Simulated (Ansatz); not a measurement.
Input and command of a calculation in Ansatz (plane waves; scalar-relativistic PAW potentials unless the input names others):

```yaml
crystal:
  lattice:
    - [-1.6207682185, 2.8072529017, -3.1944187321]
    - [3.241536437, 0.0, -3.1944187321]
    - [-1.6207682185, -2.8072529018, -3.1944187321]
  atoms:
    - { symbol: Mo, position: [0.3333333333, 0.3333333333, 0.3333333333] }
    - { symbol: Mo, position: [0.0, 0.0, 0.0] }
    - { symbol: Mo, position: [0.6666666667, 0.6666666667, 0.6666666667] }
    - { symbol: P, position: [0.8333333333, 0.5, 0.1666666667] }
    - { symbol: P, position: [0.5, 0.1666666667, 0.8333333333] }
    - { symbol: P, position: [0.1666666667, 0.8333333333, 0.5] }
basis:
  ecutwfc: 420
kpoints:
  mp_grid: { grid: [9, 9, 9], kspacing: 0.3 }
hamiltonian:
  xc: pbe
scf:
  occupations: { method: gaussian, width: 0.1 }
  max_iter: 80
output:
  forces: true
  eigenvalues: true
  stress: true
relax:
  adjacent_minimum: "off"
  f_tol: 0.015
  max_steps: 60
  cell: { stress_tol: 0.15 }
```

```bash
ansatz run input.yaml --threads 1 --pin off --max-ram 2560MiB --backend cpu --events-out ev --progress --plain --runs-dir out
```

Task: What is wrong with this input?

Result: The program refuses it, because of a mesh typed together with a spacing (kpoints.mp_grid.kspacing: not typed → 0.3). Without that key it is accepted.

Abridged log:
```
Error: invalid value for `kpoints.mp_grid.kspacing`: mutually exclusive with `grid` — set one or the other
```